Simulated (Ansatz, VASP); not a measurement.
Au: VASP beside Ansatz

```xyz
1
Lattice="0.0000 1.9938 1.9938 1.9938 0.0000 1.9938 1.9938 1.9938 0.0000" Properties=species:S:1:pos:R:3 pbc="T T T"
Au    0.0000    0.0000    0.0000
```

Alike in both runs: task single point; functional PBEsol; k mesh 12 × 12 × 12; occupations fermi-dirac, width 0.06 eV; no spin polarisation.

```csv
,VASP,Ansatz
version,VASP 6.6.1,Ansatz 0.2 development build
potentials or method,"VASP PAW PBE potentials, release 64 (Au), cutoff 520 eV","all-electron full-potential LAPW, scalar-relativistic"
```

```tsv
	VASP	Ansatz	Ansatz less VASP
pressure (GPa)	14.9	15.2	+0.29
```

Ansatz ran all-electron here, so the differences hold the error of VASP's frozen core and of both bases.

Caveats: the PAW data sets were made with another functional, which shifts forces and pressure a little (VASP). The runs have no spin-orbit coupling, so splittings on Au are missing.
